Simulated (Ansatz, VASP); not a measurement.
**Two plane-wave programs on Ta**

File INCAR:

```
SYSTEM = Ta
PREC = Accurate
ENCUT = 520
EDIFF = 1E-8
ISMEAR = -1
SIGMA = 0.03
LREAL = .FALSE.
LASPH = .TRUE.
NELM = 60
ALGO = Normal
ISIF = 2
LWAVE = .FALSE.
LCHARG = .FALSE.
GGA = PE
LEFG = .TRUE.
NBANDS = 12
```

Contents of KPOINTS:

```
regular mesh
0
G
  13 13 13
  0 0 0
```

File POSCAR:

```
Ta
1.0
    2.7417253375      0.0000000000      0.0000000000
    0.0000000000      2.7417253375      0.0000000000
    0.0000000000      0.0000000000      2.7417253375
Ta
1
Direct
    0.0000000000      0.0000000000      0.0000000000
```

Input for Ansatz:

```yaml
crystal:
  lattice:
    - [2.7417253375, 0.0, 0.0]
    - [0.0, 2.7417253375, 0.0]
    - [0.0, 0.0, 2.7417253375]
  atoms:
    - { symbol: Ta, position: [0.0, 0.0, 0.0] }
kpoints:
  mp_grid: { grid: [13, 13, 13] }
  band_path:
    path:
      - [0.0, 0.0, 0.0]
      - [0.0, 0.5, 0.0]
      - [0.5, 0.5, 0.0]
      - [0.0, 0.0, 0.0]
      - [0.5, 0.5, 0.5]
      - [0.0, 0.5, 0.0]
      - [0.5, 0.5, 0.5]
      - [0.5, 0.5, 0.0]
    npoints: 8
scf:
  occupations: { method: fermi_dirac, width: 0.03 }
hamiltonian:
  xc: pbe
  pseudopotentials: { kind: paw }
output:
  forces: true
  stress: true
  eigenvalues: true
  efg: { contact_densities: true }
  populations: true
  bader: true
  dos: { projected: true, de: 0.2, e_range: [-14, 8] }
```

Alike in both runs: task electric field gradients; functional PBE; k mesh 13 × 13 × 13; occupations fermi-dirac, width 0.03 eV; no spin polarisation.

|  | VASP | Ansatz |
| --- | --- | --- |
| version | VASP 6.6.1 | Ansatz 0.2.0 |
| potentials or method | VASP PAW PBE potentials, release 64 (Ta_pv) | PAW with Ansatz's default frozen-core files, scalar-relativistic |
| plane-wave cutoff (eV) | 520 | 420 |
| valence electrons in the cell | 11 | 13 |

Ansatz gave:

- pressure (GPa): 0.0
- Vzz of the field gradient on the site that differs most (V/Å²): 0.0

Q: What did VASP give for the same quantities?

A: Pressure (GPa): 0.1; Vzz of the field gradient on the site that differs most (V/Å²): 0.0.

With one functional, cell and mesh, what is left measures potentials, basis and numerics. The two sets of potentials don't hold the same shells in valence. Ansatz warned: «gradients_without_spin_orbit».

The runs have no spin-orbit coupling, so splittings on Ta are missing.
